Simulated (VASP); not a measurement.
The system is BN (Qingsongite).

```xyz
2
Lattice="0.0000 1.8033 1.8033 1.8033 0.0000 1.8033 1.8033 1.8033 0.0000" Properties=species:S:1:pos:R:3 pbc="T T T"
B     0.0000    0.0000    0.0000
N     0.9017    0.9017    0.9017
```

Base run:

```yaml
Program: VASP 6.6.1
Functional: PBE
Potentials_or_basis: VASP PAW PBE potentials, release 64 (B, N)
Cutoff: 520 eV
k_mesh: 8 × 8 × 8
Occupations: gaussian, width 0.03 eV
Spin: no spin polarisation
```

Its results: band gap on the k mesh 4.47 eV, indirect (least direct gap 8.85 eV); pressure 6.0 GPa.

Task: The run is repeated on the same cell with these changes: functional from PBE to PBE0. What comes out?

Result: Band gap on the k mesh 6.55 eV, indirect (least direct gap 11.35 eV); pressure -2.9 GPa.

PBE0 gives the wider gap, since exact exchange removes part of the self-interaction.

Caveats: the PAW data sets were made with another functional, which shifts forces and pressure a little (some runs).
